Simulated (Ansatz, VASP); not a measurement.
CsH: VASP beside Ansatz

```
CELL_PARAMETERS angstrom
0.00000 3.12292 3.12292
3.12292 0.00000 3.12292
3.12292 3.12292 0.00000
ATOMIC_POSITIONS crystal
Cs 0.00000 0.00000 0.00000
H 0.50000 0.50000 0.50000
```

Alike in both runs: task single point; functional r2SCAN; k mesh 6 × 6 × 6; occupations gaussian, width 0.02 eV; no spin polarisation.

```csv
,VASP,Ansatz
version,VASP 6.6.1,Ansatz 0.2.0
potentials or method,"VASP PAW PBE potentials, release 64 (Cs_sv, H)","scalar-relativistic, plane waves, PAW"
plane-wave cutoff (eV),520,500
valence electrons in the cell,10,10
```

```tsv
	VASP	Ansatz	Ansatz less VASP
gap on the k mesh at the Fermi level (eV)	2.59	2.61	+0.020
least direct gap on the mesh (eV)	2.59	2.61	+0.020
pressure (GPa)	0.7	0.7	-0.04
```

With one functional, cell and mesh, what is left measures potentials, basis and numerics.

Caveats: the PAW data sets were made with another functional, which shifts forces and pressure a little (VASP); spin-orbit coupling is left out, which moves the levels of the heavy elements. A k mesh can miss the band edges. r2SCAN opens gaps a little over a GGA but as a rule still falls short of measured ones.
